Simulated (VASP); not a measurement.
# WC (Fd-3m) in VASP: a series of runs, part 2 of 2

VASP 6.6.1.

### 4 Band structure, TPSS

The input, INCAR:

```
SYSTEM = WC
ALGO     = Normal         ! electronic algorithm
EDIFF    = 1E-6           ! SCF threshold, eV
ENCUT    = 520            ! plane-wave cutoff, eV
ISIF     = 2              ! what is computed and relaxed
ISMEAR   = -1             ! smearing method
LASPH    = .TRUE.         ! aspherical terms in the spheres
LCHARG   = .FALSE.        ! write CHGCAR
LMAXMIX  = 4              ! l up to which the mixer works
LMIXTAU  = .TRUE.       
LREAL    = .FALSE.        ! projectors in reciprocal space
LWAVE    = .FALSE.        ! write WAVECAR
METAGGA  = TPSS           ! meta-GGA
NELM     = 80             ! most SCF steps
PREC     = Accurate       ! precision mode
SIGMA    = 0.05           ! smearing width, eV
```

The input, KPOINTS:

```
k-points
0
G
  6 6 6
  0 0 0
```

The input, POSCAR:

```
WC
1.0
    0.0000000000      2.8868000000      2.8868000000
    2.8868000000      0.0000000000      2.8868000000
    2.8868000000      2.8868000000      0.0000000000
W C
2 2
Direct
    0.5000000000      0.5000000000      0.5000000000
    0.7500000000      0.7500000000      0.7500000000
    0.0000000000      0.0000000000      0.0000000000
    0.2500000000      0.2500000000      0.2500000000
```

The input, KPOINTS_OPT:

```
path GXWKGLUWLK,UX
10
line-mode
reciprocal
 0.0000000000  0.0000000000  0.0000000000  G
 0.5000000000  0.0000000000  0.5000000000  X

 0.5000000000  0.0000000000  0.5000000000  X
 0.5000000000  0.2500000000  0.7500000000  W

 0.5000000000  0.2500000000  0.7500000000  W
 0.3750000000  0.3750000000  0.7500000000  K

 0.3750000000  0.3750000000  0.7500000000  K
 0.0000000000  0.0000000000  0.0000000000  G

 0.0000000000  0.0000000000  0.0000000000  G
 0.5000000000  0.5000000000  0.5000000000  L

 0.5000000000  0.5000000000  0.5000000000  L
 0.6250000000  0.2500000000  0.6250000000  U

 0.6250000000  0.2500000000  0.6250000000  U
 0.5000000000  0.2500000000  0.7500000000  W

 0.5000000000  0.2500000000  0.7500000000  W
 0.5000000000  0.5000000000  0.5000000000  L

 0.5000000000  0.5000000000  0.5000000000  L
 0.3750000000  0.3750000000  0.7500000000  K

 0.6250000000  0.2500000000  0.6250000000  U
 0.5000000000  0.0000000000  0.5000000000  X
```

Potentials or basis: VASP PAW PBE potentials, release 64 (W_sv, C).

Run with:

```
> cat potpaw_PBE.64/W_sv/POTCAR potpaw_PBE.64/C/POTCAR > POTCAR
> mpirun -np 1 vasp_std > vasp.out
```

OUTCAR:

```text
SYSTEM = WC
   EDIFF = 1E-6
   ENCUT = 520
   ISIF = 2
   ISMEAR = -1
   LASPH = .TRUE.
   LREAL = .FALSE.
   METAGGA = TPSS
   NELM = 80
   PREC = Accurate

 ion  position               nearest neighbor table
   1  0.500  0.500  0.500-   4 2.50   4 2.50   4 2.50   2 2.50   2 2.50   2 2.50   4 2.50   2 2.50

   2  0.750  0.750  0.750-   1 2.50   1 2.50   1 2.50   3 2.50   3 2.50   3 2.50   3 2.50   1 2.50

   3  0.000  0.000  0.000-   2 2.50   2 2.50   2 2.50   2 2.50
   4  0.250  0.250  0.250-   1 2.50   1 2.50   1 2.50   1 2.50

  LATTYP: Found a face centered cubic cell.
 ALAT       =     5.7736000000

  Lattice vectors:

 A1 = (   0.0000000000,   2.8868000000,   2.8868000000)
 A2 = (   2.8868000000,   0.0000000000,   2.8868000000)
 A3 = (   2.8868000000,   2.8868000000,   0.0000000000)

Analysis of symmetry for initial positions (statically):
=====================================================================
 Subroutine PRICEL returns:
 Original cell was already a primitive cell.

 Routine SETGRP: Setting up the symmetry group for a
 face centered cubic supercell.

 Subroutine GETGRP returns: Found 48 space group operations
 (whereof 24 operations were pure point group operations)
[... 162 lines left out ...]

 val. band max:        9.3931843294   @ k =   0.5000   0.1667   0.0000
 cond. band min:       9.6893780711   @ k =   0.5000   0.3333   0.1667
 fundamental gap:      0.2961937417
 Fermi energy:         9.5616480007

 k-point     1 :       0.0000    0.0000    0.0000
  band No.  band energies     occupation
      1     -64.8224      2.00000
      2     -64.4617      2.00000
      3     -29.4031      2.00000
      4     -29.4031      2.00000
      5     -29.4031      2.00000
      6     -28.4167      2.00000
[... 389 lines left out ...]
     21      11.2683      0.00000
     22      11.2683      0.00000

------------------------ aborting loop because EDIFF is reached ----------------------------------------

  FORCE on cell =-STRESS in cart. coord.  units (eV):
  Direction    XX          YY          ZZ          XY          YZ          ZX
  --------------------------------------------------------------------------------------
  -------------------------------------------------------------------------------------
  Total        0.1128363      0.1128363      0.1128363     -0.0000000     -0.0000000      0.0000000
  in kB        3.7573296      3.7573296      3.7573296     -0.0000000     -0.0000000      0.0000000
  external PRESSURE =       3.7573296 kB  Pullay stress =       0.0000000 kB

 VOLUME and BASIS-vectors are now :
 -----------------------------------------------------------------------------
  energy-cutoff  :      520.00
  volume of cell :       48.11
      direct lattice vectors                 reciprocal lattice vectors
     0.000000000  2.886800000  2.886800000    -0.173202162  0.173202162  0.173202162
     2.886800000  0.000000000  2.886800000     0.173202162 -0.173202162  0.173202162
     2.886800000  2.886800000  0.000000000     0.173202162  0.173202162 -0.173202162

 POSITION                                       TOTAL-FORCE (eV/Angst)
 -----------------------------------------------------------------------------------
      2.88680      2.88680      2.88680        -0.000000     -0.000000      0.000000
      4.33020      4.33020      4.33020         0.000000      0.000000     -0.000000
      0.00000      0.00000      0.00000         0.000000      0.000000     -0.000000
      1.44340      1.44340      1.44340        -0.000000      0.000000     -0.000000
 -----------------------------------------------------------------------------------
    total drift:                                0.000000     -0.000000     -0.000000

  FREE ENERGIE OF THE ION-ELECTRON SYSTEM (eV)
  ---------------------------------------------------
  free  energy   TOTEN  =       -40.8567181370 eV

  energy  without entropy=      -40.8493741310  energy(sigma->0) =      -40.85304613
```

stdout:

```text
POSCAR found type information on POSCAR W C
 POSCAR found :  2 types and       4 ions
 scaLAPACK will be used
 -----------------------------------------------------------------------------
|                                                                             |
|                                                                             |
|     You enforced a specific xc type in the INCAR file but a different       |
|     I HOPE YOU KNOW WHAT YOU ARE DOING!                                     |
|                                                                             |
 -----------------------------------------------------------------------------

 LDA part: xc-table for (None), standard interpolation
 POSCAR, INCAR and KPOINTS ok, starting setup
 FFT: planning ... GRIDC
 FFT: planning ... GRID_SOFT
 FFT: planning ... GRID
 WAVECAR not read
 entering main loop
 Start KPOINTS_OPT (optional k-point list driver)
k-point batch [1-16\100]
k-point batch [17-32\100]
k-point batch [33-48\100]
k-point batch [49-64\100]
k-point batch [65-80\100]
k-point batch [81-96\100]
k-point batch [97-100\100]
```

It took 2.4 min on 1 thread of Intel Xeon 6975P-C (Granite Rapids), shared host; peak memory 0.17 GiB.

What came out:

```yaml
Free_energy: -40.8567 eV
Pressure: 0.4 GPa
Band_gap_along_the_path: none (metal or under the smearing width)
```

Levels at the corners of the path, in eV from the Fermi level:
| point | band 14 | band 15 | band 16 | band 17 | band 18 | band 19 | band 20 | band 21 | band 22 |
| --- | --- | --- | --- | --- | --- | --- | --- | --- | --- |
| Γ | -3.42 | -3.42 | -2.95 | -2.95 | -2.95 | 1.07 | 1.43 | 1.43 | 1.43 |
| X | -4.28 | -1.70 | -1.70 | -0.49 | -0.49 | -0.19 | -0.19 | 0.40 | 0.40 |
| X | -4.28 | -1.70 | -1.70 | -0.49 | -0.49 | -0.19 | -0.19 | 0.40 | 0.40 |
| W | -3.30 | -2.34 | -2.34 | -0.94 | -0.94 | 0.48 | 0.48 | 1.68 | 1.68 |
| W | -3.30 | -2.34 | -2.34 | -0.94 | -0.94 | 0.48 | 0.48 | 1.68 | 1.68 |
| K | -2.63 | -2.22 | -1.86 | -1.48 | -1.47 | 0.48 | 0.88 | 0.98 | 2.01 |
| K | -2.63 | -2.22 | -1.86 | -1.48 | -1.47 | 0.48 | 0.88 | 0.98 | 2.01 |
| Γ | -3.42 | -3.42 | -2.95 | -2.95 | -2.95 | 1.07 | 1.43 | 1.43 | 1.43 |
| Γ | -3.42 | -3.42 | -2.95 | -2.95 | -2.95 | 1.07 | 1.43 | 1.43 | 1.43 |
| L | -3.34 | -3.34 | -2.34 | 0.46 | 0.46 | 1.60 | 1.60 | 1.64 | 2.41 |
| L | -3.34 | -3.34 | -2.34 | 0.46 | 0.46 | 1.60 | 1.60 | 1.64 | 2.41 |
| U | -2.63 | -2.22 | -1.86 | -1.48 | -1.47 | 0.48 | 0.88 | 0.98 | 2.01 |
| U | -2.63 | -2.22 | -1.86 | -1.48 | -1.47 | 0.48 | 0.88 | 0.98 | 2.01 |
| W | -3.30 | -2.34 | -2.34 | -0.94 | -0.94 | 0.48 | 0.48 | 1.68 | 1.68 |
| W | -3.30 | -2.34 | -2.34 | -0.94 | -0.94 | 0.48 | 0.48 | 1.68 | 1.68 |
| L | -3.34 | -3.34 | -2.34 | 0.46 | 0.46 | 1.60 | 1.60 | 1.64 | 2.41 |
| L | -3.34 | -3.34 | -2.34 | 0.46 | 0.46 | 1.60 | 1.60 | 1.64 | 2.41 |
| K | -2.63 | -2.22 | -1.86 | -1.48 | -1.47 | 0.48 | 0.88 | 0.98 | 2.01 |
| U | -2.63 | -2.22 | -1.86 | -1.48 | -1.47 | 0.48 | 0.88 | 0.98 | 2.01 |
| X | -4.28 | -1.70 | -1.70 | -0.49 | -0.49 | -0.19 | -0.19 | 0.40 | 0.40 |

Caveat: the PAW data sets were made with another functional, which shifts forces and pressure a little; spin-orbit coupling is left out, which moves the levels of the heavy elements.

### 5 Overview

| level | pressure (GPa) |
| --- | --- |
| r2SCAN | -1.6 |
| SCAN | -5.6 |
| TPSS | 0.4 |

Alike in all rows: task band structure; potentials or basis VASP PAW PBE potentials, release 64 (W_sv, C); no spin polarisation; cell as given; k mesh 6 × 6 × 6; cutoff (eV) 520; smearing fermi-dirac 0.05 eV.

The pressure there spans -5.6 GPa (SCAN) to 0.4 GPa (TPSS); a positive pressure means that this level wants a larger cell, a negative one a smaller.

Caveats: the PAW data sets were made with another functional, which shifts forces and pressure a little; spin-orbit coupling is left out, which moves the levels of the heavy elements.

Total energies depend on the potentials used, so only differences within one code and one set of settings carry meaning.
